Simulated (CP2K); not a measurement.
Runs of CP2K 2026.2 on SiC (Moissanite 6H). Symmetry: P6_3mc, No. 186, hexagonal system. The conventional cell has a = 3.095 Å, b = 3.095 Å, c = 15.170 Å, α = 90.00°, β = 90.00°, γ = 120.00°. Around Si (site symmetry 3m) lie 4 C at 1.90 Å. Si (site symmetry 3m) has 4 C at 1.90 Å as nearest neighbours. Around Si (site symmetry 3m) lie 4 C at 1.90 Å. Around C (site symmetry 3m) lie 4 Si at 1.90 Å. C (site symmetry 3m) is surrounded by 4 Si at 1.90 Å. C (site symmetry 3m) is surrounded by 4 Si at 1.90 Å. 

```csv
level,cutoff of the non-local correlation (Ry),gap on the mesh (eV),pressure (GPa),largest force (eV/Å)
optB88-vdW,300,2.42,(b),0.15
PBE,-,2.26,-0.4,0.14
LDA,-,2.12,(a),0.15
r2SCAN,-,(c),-2.5,0.14
BLYP,-,2.55,3.0,0.15
```

Alike in all rows: task band structure; potentials or basis POTENTIAL_UZH Si GTH-PBE-q4, C GTH-PBE-q4; DZVP-MOLOPT-PBE-GTH basis; no spin polarisation; cell as given; k mesh 8 × 8 × 2; smearing fermi-dirac 0.05 eV.

Question: Estimate the missing entries.

Answer: (a) -1.4; (b) -0.2; (c) 2.60.

Caveats: the basis of atomic orbitals isn't converged, which shifts pressures, moduli and gaps; the potentials were made for another functional, which shifts forces and pressure (some runs).

A k mesh can miss the band edges.

Not every run made on this cell is shown here.
